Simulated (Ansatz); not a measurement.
# InAs under changes of volume

One of the cells (23.821 Å³/atom); the others are scaled copies at fixed shape and fractional positions:

```
CELL_PARAMETERS angstrom
0.00000 2.87730 2.87730
2.87730 0.00000 2.87730
2.87730 2.87730 0.00000
ATOMIC_POSITIONS crystal
In 0.50000 0.50000 0.50000
As 0.00000 0.00000 0.00000
```

Measurements of this composition are mostly on another form, of space group No. 216.

```yaml
Program: Ansatz 0.2.0
Functional: PBE0
Potentials_or_basis: Ansatz PAW
Cutoff: "420 eV (not typed: the program's choice for these potentials)"
k_mesh: 4 × 4 × 4
Occupations: fermi-dirac, width 0.05 eV
Spin: no spin polarisation
```

```tsv
volume (Å³/atom)	energy over the lowest point (meV/atom)	pressure (GPa)
22.392	0.00	1.3
22.868	0.23	0.6
23.344	0.67	-0.9
23.821	5.34	-2.2
24.297	?	?
24.774	25.36	-4.4
25.250	39.96	-5.3
```

Question: What does the run at 24.297 Å³/atom give?

Answer: Energy over the lowest point 13.68 meV/atom; pressure -3.4 GPa.

Worked out: A Birch-Murnaghan fit of order 3 (a polynomial in V^(-2/3)) to the other rows has its minimum at 22.80 Å³/atom with B0 = V·E''(V) = 37 GPa (rough, since the energies scatter). It gives 13.42 meV/atom at 24.297 Å³/atom, against the run's 13.68, and -dE/dV = -3.2 GPa, against -3.4.

Energies are extrapolated to zero smearing.

Caveats: all runs use coarse meshes; the PAW data sets come from PBE, with cores solved anew for the run's functional, which leaves a small shift of forces and pressure; the thresholds are loose for stress.
